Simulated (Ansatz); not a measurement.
Here is an Ansatz 0.2.0 calculation.

The input input.yaml:

```yaml
crystal:
  lattice:
    - [2.8124553515, 0.0, 0.0]
    - [-1.4062276757, 2.4356577814, 0.0]
    - [0.0, 0.0, 4.86685]
  atoms:
    - { symbol: Al, position: [0.3333333333, 0.6666666667, 0.25] }
    - { symbol: Al, position: [0.6666666667, 0.3333333333, 0.75] }
hamiltonian:
  xc: pbesol
  pseudopotentials: { kind: paw }
kpoints:
  mp_grid: { grid: [11, 11, 6] }
scf:
  occupations: { method: fermi_dirac, width: 0.05 }
output:
  forces: true
  stress: true
  eigenvalues: true
relax:
  f_tol: 0.01
  max_steps: 40
  cell: { stress_tol: 0.05, p_target: 20.0 }
```

Potentials or basis: Ansatz PAW.

Command:

```sh
$ ansatz run input.yaml --threads 2 --pin off --max-ram 5632MiB --backend cpu --events-out ev --progress --plain --runs-dir out
```

**Question.** Predict the relaxed cell.

**Answer.** a = 2.681 Å, b = 2.681 Å, c = 4.412 Å, α = 90.00°, β = 90.00°, γ = 120.00°.

**Question.** What does it give for the band gap on the k mesh?

**Answer.** None (metal or under the smearing width).

Final structure:
```cif
data_structure
_symmetry_space_group_name_H-M 'P 1'
_symmetry_Int_Tables_number 1
_cell_length_a 2.6808
_cell_length_b 2.6808
_cell_length_c 4.4118
_cell_angle_alpha 90.000
_cell_angle_beta 90.000
_cell_angle_gamma 120.000
_cell_volume 27.46
loop_
_atom_site_label
_atom_site_type_symbol
_atom_site_fract_x
_atom_site_fract_y
_atom_site_fract_z
_atom_site_occupancy
Al1 Al 0.33333 0.66667 0.25000 1
Al2 Al 0.66667 0.33333 0.75000 1
```
